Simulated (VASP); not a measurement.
# GdO (F-43m) in VASP: further runs

The runs below take GdO through single point, with PBEsol+U.

All numbers are computed with VASP 6.6.1; they aren't measurements. Logs are shortened: lines on timing, memory, paths and dates and some standing lists are left out, and cuts for length are marked.

## (1) The crystal as given

It takes space group F-43m (No. 216, cubic). Conventional cell: a = 5.400 Å, b = 5.400 Å, c = 5.400 Å, α = 90.00°, β = 90.00°, γ = 90.00°. Gd (site symmetry -43m) has 4 O at 2.34 Å as nearest neighbours. O (site symmetry -43m) has 4 Gd at 2.34 Å as nearest neighbours.

The cell comes from a database or a generator and needn't be the stable form of this composition.

## (2) Single point, PBEsol+U, collinear spin, ferromagnetic start

File INCAR:

```
SYSTEM = GdO
PREC = Accurate
ENCUT = 520
EDIFF = 1E-7
ISMEAR = 0
SIGMA = 0.05
LREAL = .False.
LASPH = .True.
NELM = 150
ALGO = Normal
ISIF = 2
LWAVE = .False.
LCHARG = .False.
ISPIN = 2
MAGMOM = 7 0
LORBIT = 11
LMAXMIX = 6
LDAU = .True.
LDAUTYPE = 2
LDAUL = 3 -1
LDAUU = 4 0
LDAUJ = 0 0
LDAUPRINT = 1
GGA = PS
```

File KPOINTS:

```
regular mesh
0
Gamma
  6 6 6
  0 0 0
```

File POSCAR:

```
GdO
1.0
    0.0000000000      2.7000000000      2.7000000000
    2.7000000000      0.0000000000      2.7000000000
    2.7000000000      2.7000000000      0.0000000000
Gd O
1 1
Direct
    0.0000000000      0.0000000000      0.0000000000
    0.2500000000      0.2500000000      0.2500000000
```

Potentials or basis: VASP PAW PBE potentials, release 64 (Gd, O).

Launch:

```bash
$ cat potpaw_PBE.64/Gd/POTCAR potpaw_PBE.64/O/POTCAR > POTCAR
$ mpirun -np 1 vasp_std > vasp.out
```

OUTCAR:

```text
SYSTEM = GdO
   PREC = Accurate
   ENCUT = 520
   EDIFF = 1E-7
   ISMEAR = 0
   LREAL = .False.
   LASPH = .True.
   NELM = 150
   ISIF = 2
   ISPIN = 2
   LORBIT = 11
   GGA = PS

 ion  position               nearest neighbor table
   1  0.000  0.000  0.000-   2 2.34   2 2.34   2 2.34   2 2.34
   2  0.250  0.250  0.250-   1 2.34   1 2.34   1 2.34   1 2.34

  LATTYP: Found a face centered cubic cell.
 ALAT       =     5.4000000000

  Lattice vectors:

 A1 = (   0.0000000000,   2.7000000000,   2.7000000000)
 A2 = (   2.7000000000,   0.0000000000,   2.7000000000)
 A3 = (   2.7000000000,   2.7000000000,   0.0000000000)

Analysis of symmetry for initial positions (statically):
=====================================================================
 Subroutine PRICEL returns:
 Original cell was already a primitive cell.

 Routine SETGRP: Setting up the symmetry group for a
 face centered cubic supercell.

 Subroutine GETGRP returns: Found 24 space group operations
 (whereof 24 operations were pure point group operations)
 out of a pool of 48 trial point group operations.

The static configuration has the point symmetry T_d .

Analysis of symmetry for dynamics (positions and initial velocities):
=====================================================================
 Subroutine PRICEL returns:
 Original cell was already a primitive cell.

 Routine SETGRP: Setting up the symmetry group for a
 face centered cubic supercell.

 Subroutine GETGRP returns: Found 24 space group operations
 (whereof 24 operations were pure point group operations)
 out of a pool of 48 trial point group operations.

The dynamic configuration has the point symmetry T_d .

Analysis of structural, dynamic, and magnetic symmetry:
=====================================================================
 Subroutine PRICEL returns:
 Original cell was already a primitive cell.

 Routine SETGRP: Setting up the symmetry group for a
 face centered cubic supercell.

 Subroutine GETGRP returns: Found 24 space group operations
 (whereof 24 operations were pure point group operations)
 out of a pool of 48 trial point group operations.

The overall configuration has the point symmetry T_d .

 Subroutine INISYM returns: Found 24 space group operations
 (whereof 24 operations are pure point group operations),
 and found     1 'primitive' translations

----------------------------------------------------------------------------------------

                                     Primitive cell

  volume of cell :      39.3660

  direct lattice vectors                    reciprocal lattice vectors
     0.000000000  2.700000000  2.700000000    -0.185185185  0.185185185  0.185185185
[... 116 lines left out ...]
 maximum number of plane-waves:      1068
   NGX = 15   NGY = 15   NGZ = 15

atom =   1  type =  1  l = 3

 onsite density matrix

spin component  1

  0.9909 -0.0000 -0.0002  0.0000 -0.0000  0.0000  0.0000
 -0.0000  0.9966  0.0000  0.0000 -0.0000 -0.0000  0.0000
 -0.0002  0.0000  0.9910 -0.0000  0.0000  0.0000 -0.0000
  0.0000  0.0000 -0.0000  0.9908 -0.0000  0.0000  0.0000
 -0.0000 -0.0000  0.0000 -0.0000  0.9910  0.0000  0.0002
  0.0000 -0.0000  0.0000  0.0000  0.0000  0.9912  0.0000
  0.0000  0.0000 -0.0000  0.0000  0.0002  0.0000  0.9909

spin component  2

  0.0041 -0.0000 -0.0002 -0.0000  0.0000 -0.0000  0.0000
 -0.0000  0.0168  0.0000  0.0000 -0.0000 -0.0000 -0.0000
 -0.0002  0.0000  0.0042  0.0000 -0.0000  0.0000 -0.0000
 -0.0000  0.0000  0.0000  0.0040 -0.0000 -0.0000 -0.0000
  0.0000 -0.0000 -0.0000 -0.0000  0.0042  0.0000  0.0002
 -0.0000 -0.0000  0.0000 -0.0000  0.0000  0.0043 -0.0000
  0.0000 -0.0000 -0.0000 -0.0000  0.0002 -0.0000  0.0041

 occupancies and eigenvectors

  o =  0.0040  v =  0.0000  0.0000  0.0000  0.0000  0.0000  0.0000  0.0000 -0.0003 -0.0000 -0.0003 -0.0005 -0.6124  0.0000  0.7906      0.0000  0.0000  0.0000  0.0000  0.0000  0.0000  0.0000  0.0000  0.0000  0.0000  0.0000  0.0000  0.0000  0.0000
  o =  0.0040  v =  0.0000  0.0000  0.0000  0.0000  0.0000  0.0000  0.0000  0.0005 -0.0000  0.0004  1.0000 -0.0003  0.0000  0.0004      0.0000  0.0000  0.0000  0.0000  0.0000  0.0000  0.0000  0.0000  0.0000  0.0000  0.0000  0.0000  0.0000  0.0000
  o =  0.0040  v =  0.0000  0.0000  0.0000  0.0000  0.0000  0.0000  0.0000 -0.7906  0.0000 -0.6124  0.0007  0.0003  0.0000 -0.0003      0.0000  0.0000  0.0000  0.0000  0.0000  0.0000  0.0000  0.0000  0.0000  0.0000  0.0000  0.0000  0.0000  0.0000
  o =  0.0043  v =  0.0000  0.0000  0.0000  0.0000  0.0000  0.0000  0.0000 -0.0001 -0.0000  0.0001  0.0000  0.0000 -1.0000  0.0000      0.0000  0.0000  0.0000  0.0000  0.0000  0.0000  0.0000  0.0000  0.0000  0.0000  0.0000  0.0000  0.0000  0.0000
  o =  0.0043  v =  0.0000  0.0000  0.0000  0.0000  0.0000  0.0000  0.0000  0.0001 -0.0000 -0.0002 -0.0000 -0.7906 -0.0000 -0.6124      0.0000  0.0000  0.0000  0.0000  0.0000  0.0000  0.0000  0.0000  0.0000  0.0000  0.0000  0.0000  0.0000  0.0000
  o =  0.0043  v =  0.0000  0.0000  0.0000  0.0000  0.0000  0.0000  0.0000  0.6124  0.0000 -0.7906 -0.0000  0.0002 -0.0001  0.0001      0.0000  0.0000  0.0000  0.0000  0.0000  0.0000  0.0000  0.0000  0.0000  0.0000  0.0000  0.0000  0.0000  0.0000
  o =  0.0168  v =  0.0000  0.0000  0.0000  0.0000  0.0000  0.0000  0.0000  0.0000 -1.0000  0.0000 -0.0000  0.0000  0.0000  0.0000      0.0000  0.0000  0.0000  0.0000  0.0000  0.0000  0.0000  0.0000  0.0000  0.0000  0.0000  0.0000  0.0000  0.0000
  o =  0.9908  v =  0.7906 -0.0000  0.6124 -0.0001  0.0002 -0.0000 -0.0002  0.0000  0.0000  0.0000  0.0000  0.0000  0.0000  0.0000      0.0000  0.0000  0.0000  0.0000  0.0000  0.0000  0.0000  0.0000  0.0000  0.0000  0.0000  0.0000  0.0000  0.0000
  o =  0.9908  v = -0.0001  0.0000 -0.0001  0.5198  0.5232 -0.0000 -0.6754  0.0000  0.0000  0.0000  0.0000  0.0000  0.0000  0.0000      0.0000  0.0000  0.0000  0.0000  0.0000  0.0000  0.0000  0.0000  0.0000  0.0000  0.0000  0.0000  0.0000  0.0000
  o =  0.9908  v =  0.0002  0.0000  0.0001  0.8543 -0.3183 -0.0000  0.4109  0.0000  0.0000  0.0000  0.0000  0.0000  0.0000  0.0000      0.0000  0.0000  0.0000  0.0000  0.0000  0.0000  0.0000  0.0000  0.0000  0.0000  0.0000  0.0000  0.0000  0.0000
  o =  0.9912  v =  0.6124  0.0000 -0.7906  0.0000 -0.0000  0.0009 -0.0000  0.0000  0.0000  0.0000  0.0000  0.0000  0.0000  0.0000      0.0000  0.0000  0.0000  0.0000  0.0000  0.0000  0.0000  0.0000  0.0000  0.0000  0.0000  0.0000  0.0000  0.0000
  o =  0.9912  v = -0.0006  0.0000  0.0007  0.0000  0.0603  0.9971  0.0467  0.0000  0.0000  0.0000  0.0000  0.0000  0.0000  0.0000      0.0000  0.0000  0.0000  0.0000  0.0000  0.0000  0.0000  0.0000  0.0000  0.0000  0.0000  0.0000  0.0000  0.0000
  o =  0.9912  v = -0.0001 -0.0000  0.0001 -0.0000 -0.7883  0.0763 -0.6106  0.0000  0.0000  0.0000  0.0000  0.0000  0.0000  0.0000      0.0000  0.0000  0.0000  0.0000  0.0000  0.0000  0.0000  0.0000  0.0000  0.0000  0.0000  0.0000  0.0000  0.0000
  o =  0.9966  v =  0.0000 -1.0000 -0.0000  0.0000  0.0000  0.0000 -0.0000  0.0000  0.0000  0.0000  0.0000  0.0000  0.0000  0.0000      0.0000  0.0000  0.0000  0.0000  0.0000  0.0000  0.0000  0.0000  0.0000  0.0000  0.0000  0.0000  0.0000  0.0000

 number of electron      23.9999990 magnetization       7.8614645

 Free energy of the ion-electron system (eV)
  ---------------------------------------------------
  ext. energy  EPLUGINS =         0.00000000
  ---------------------------------------------------
  free energy    TOTEN  =       -22.40164624 eV

  energy without entropy =      -22.39915594  energy(sigma->0) =      -22.40040109

 E-fermi :   3.9136     XC(G=0): -10.2929

 val. band max:        3.8909196975   @ k =   0.3333   0.1667   0.0000
 cond. band min:       4.0412013305   @ k =   0.5000   0.0000   0.0000
 fundamental gap:      0.1502816330
 Fermi energy:         3.9136097727

 spin component 1

 k-point     1 :       0.0000    0.0000    0.0000
  band No.  band energies     occupation
      1     -41.9471      1.00000
      2     -19.1460      1.00000
      3     -19.1460      1.00000
      4     -19.1460      1.00000
      5     -15.3953      1.00000
      6      -3.5813      1.00000
[... 344 lines left out ...]
      6      -3.6594      1.00000
[... 12 lines left out ...]
     19       8.1185      0.00000
     20       9.2166      0.00000
 Fermi energy:         3.9136097727

 spin component 2

 k-point     1 :       0.0000    0.0000    0.0000
  band No.  band energies     occupation
      1     -38.7073      1.00000
      2     -16.7504      1.00000
      3     -16.7504      1.00000
      4     -16.7504      1.00000
      5     -15.2927      1.00000
      6      -1.5667      1.00000
[... 357 lines left out ...]
     19       9.6330      0.00000
     20      10.6893      0.00000

------------------------ aborting loop because EDIFF is reached ----------------------------------------

  FORCE on cell =-STRESS in cart. coord.  units (eV):
  Direction    XX          YY          ZZ          XY          YZ          ZX
  --------------------------------------------------------------------------------------
  -------------------------------------------------------------------------------------
  Total       -0.9754081     -0.9754081     -0.9754081      0.0000000     -0.0000000      0.0000000
  in kB      -39.6986436    -39.6986436    -39.6986436      0.0000000     -0.0000000      0.0000000
  external PRESSURE =     -39.6986436 kB  Pullay stress =       0.0000000 kB

 VOLUME and BASIS-vectors are now :
 -----------------------------------------------------------------------------
  energy-cutoff  :      520.00
  volume of cell :       39.37
      direct lattice vectors                 reciprocal lattice vectors
     0.000000000  2.700000000  2.700000000    -0.185185185  0.185185185  0.185185185
     2.700000000  0.000000000  2.700000000     0.185185185 -0.185185185  0.185185185
     2.700000000  2.700000000  0.000000000     0.185185185  0.185185185 -0.185185185

 POSITION                                       TOTAL-FORCE (eV/Angst)
 -----------------------------------------------------------------------------------
      0.00000      0.00000      0.00000        -0.000000     -0.000000      0.000000
      1.35000      1.35000      1.35000         0.000000      0.000000     -0.000000
 -----------------------------------------------------------------------------------
    total drift:                                0.000000      0.000000      0.000000

  FREE ENERGIE OF THE ION-ELECTRON SYSTEM (eV)
  ---------------------------------------------------
  free  energy   TOTEN  =       -22.4016462352 eV

  energy  without entropy=      -22.3991559423  energy(sigma->0) =      -22.40040109

 total charge

# of ion       s       p       d       f       tot
--------------------------------------------------
    1        2.033   5.621   0.511   6.977  15.142
    2        1.564   3.413   0.000   0.000   4.977
--------------------------------------------------
tot          3.597   9.034   0.511   6.977  20.119

 magnetization (x)

# of ion       s       p       d       f       tot
--------------------------------------------------
    1        0.005  -0.048   0.205   6.896   7.058
    2        0.003  -0.009   0.000   0.000  -0.006
--------------------------------------------------
tot          0.008  -0.057   0.205   6.896   7.051
```

It took 46 s on 1 thread of Intel Xeon Platinum 8375C at 2.90GHz (Ice Lake), shared host; peak memory 0.19 GiB.

Results:

```
Free energy                                           : -22.4016 eV
Pressure                                              : -4.0 GPa
Band gap on the k mesh                                : none (metal or under the smearing width)
Net moment                                            : 7.86 μB per cell
Site moments                                          : Gd +7.06; O -0.01 μB
Valence electrons inside the program's atomic spheres : Gd 15.14; O 4.98
```

Levels at points of the mesh, in eV from the Fermi level:
Spin up:
```csv
k point,band 13,band 14,band 15,band 16,band 17,band 18,band 19,band 20
"(0.00, 0.00, 0.00)",-5.56,-5.56,-5.56,-2.39,2.40,2.40,4.38,4.38
"(0.50, 0.00, 0.00)",-5.38,-5.17,-5.17,0.13,2.29,2.29,2.81,4.44
"(0.50, 0.50, 0.00)",-6.13,-4.44,-4.44,-0.95,0.91,3.97,4.45,4.45
```
Spin down:
```
           k point  band 4  band 5  band 6  band 7  band 8  band 9  band 10  band 11  band 12  band 13
(0.00, 0.00, 0.00)  -20.66  -19.21   -5.48   -5.48   -5.48   -1.17     1.83     1.83     1.83     2.05
(0.50, 0.00, 0.00)  -20.76  -18.02   -5.08   -5.08   -5.06    1.08     1.62     1.80     1.80     1.98
(0.50, 0.50, 0.00)  -20.91  -17.69   -6.02   -4.37   -4.37    0.84     1.17     1.84     1.90     1.90
```

Eigenvalues of the final occupation matrices:
```tsv
site	spin	trace	eigenvalues
site 1 f	1	6.94	0.99 0.99 0.99 0.99 0.99 0.99 1.00
site 1 f	2	0.04	0.00 0.00 0.00 0.00 0.00 0.00 0.02
```

Caveat: the PAW data sets were made with another functional, which shifts forces and pressure a little; spin-orbit coupling is left out, which moves the levels of the heavy elements; a cell with one magnetic atom can't hold antiferromagnetic order, which such compounds often take. The state reached can hang on the start; a lower one may exist.

(Continued in part 2 of 2.)
